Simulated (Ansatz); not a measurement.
Input:

NaBr (rock salt) is sheared across one {100} plane: the third cell vector gains the shift, so faults repeat every 9.1 Å. The cut lies between planes 3.02 Å apart; the cell height is held.

```
CELL_PARAMETERS angstrom
      4.26808     0.00000     0.00000
      0.00000     4.26808     0.00000
      2.13404     2.13404     9.05397
ATOMIC_POSITIONS crystal
  Br 0.00000 0.00000 0.83333
  Br 0.33333 0.33333 0.16667
  Br 0.66667 0.66667 0.50000
  Na 0.50000 0.50000 0.83333
  Na 0.83333 0.83333 0.16667
  Na 0.16667 0.16667 0.50000
```

In-plane vectors a = (4.268, 0.000) Å, b = (0.000, 4.268) Å, area 18.22 Å². The shift is s times the vector a + b (length 6.036 Å), so s = 1 restores the start. Atoms relax along the normal only. γ = [E(shift) − E(0)] / area.

These are PBE (plane waves to 420 eV, PAW, scalar-relativistic; Ansatz, a program for electronic structure) values and carry that method's errors. k mesh 7×7×7 (Γ-centred), Fermi-Dirac smearing 0.05 eV. Energies are extrapolated to zero smearing. Faults lie only 9.1 Å apart, and holding the cell height raises γ above its relaxed value. NaBr was relaxed with its symmetry unable to fall. γ is measured from zero shift.

The scan covers s from 0.000 to 0.917 in 12 points.

### Question
Does γ have a local minimum between the ends of the line, and at which s?

### Answer
No computed point is one.

### Question
At which s is γ highest?

### Answer
s = 0.500.

### Question
What is the highest γ among twelve even steps of s?

### Answer
592 mJ/m².

(The slope of γ gives the shear force per area between the displaced halves; near zero shift its curvature is an elastic stiffness.)
